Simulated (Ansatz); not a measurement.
A surface is cut from this relaxed crystal of ZnS:

```
CELL_PARAMETERS angstrom
0.00000 -2.67826 -2.67826
2.67826 0.00000 -2.67826
2.67826 -2.67826 0.00000
ATOMIC_POSITIONS crystal
Zn 0.00000 0.00000 0.00000
S 0.75000 0.75000 0.75000
```

Miller indices refer to the conventional cell of F-43m (No. 216), a = 5.357 Å, b = 5.357 Å, c = 5.357 Å, α = 90.00°, β = 90.00°, γ = 90.00°. The bulk's gap is 2.09 eV.

The (100) slab of 9 planes, 10.7 Å thick with 15 Å of vacuum as cut; outer planes Zn (top) and Zn (bottom).

Theory: DFT PBEsol, scalar-relativistic, plane waves, PAW in Ansatz 0.2.0. Plane waves to 420 eV, a k mesh through Γ of 7×7×1 on the computed 9-atom cell and Gaussian smearing (0.05 eV); no spin polarisation. The cell repeats along c with a dipole correction in the vacuum.

The slab isn't stoichiometric (Zn5S4), so its surface energy depends on the chemical potentials; it is given with the excess atoms taken from the element's standard state, a limit at which the compound may itself be unstable, so the figure can be too low. This cut of an insulator is polar or leaves open shells, so the slab is metallic here; real surfaces compensate by reconstruction or adsorbates.

With the atoms at the bulk's places:

* Surface energy with the excess atoms taken from the elements: 2.05 J/m²
* Gap of the slab on the mesh: none (metal or semimetal)
* Work function: 4.57 eV

Problem. What changes when all atoms relax within this surface cell and its symmetry?

Solution. The energy falls by 0.009 J/m² a face, and the largest move is 0.08 Å.

```
Surface energy with the excess atoms taken from the elements : 2.04 J/m²
Gap of the slab on the mesh                                  : none (metal or semimetal)
Work function                                                : 4.59 eV
```

```
plane (bottom to top) atoms spacing to next, bulk (Å) relaxed (Å) change (%)
                    1     Zn                      1.339        1.388        +3.6
                    2      S                      1.339        1.363        +1.8
                    3     Zn                      1.339        1.343        +0.3
                    4      S                      1.339        1.340        +0.1
                    5     Zn                      1.339        1.340        +0.1
                    6      S                      1.339        1.343        +0.3
                    7     Zn                      1.339        1.363        +1.8
                    8      S                      1.339        1.388        +3.6
                    9     Zn
```

Spin polarisation was left out, and a magnetic state may lie lower.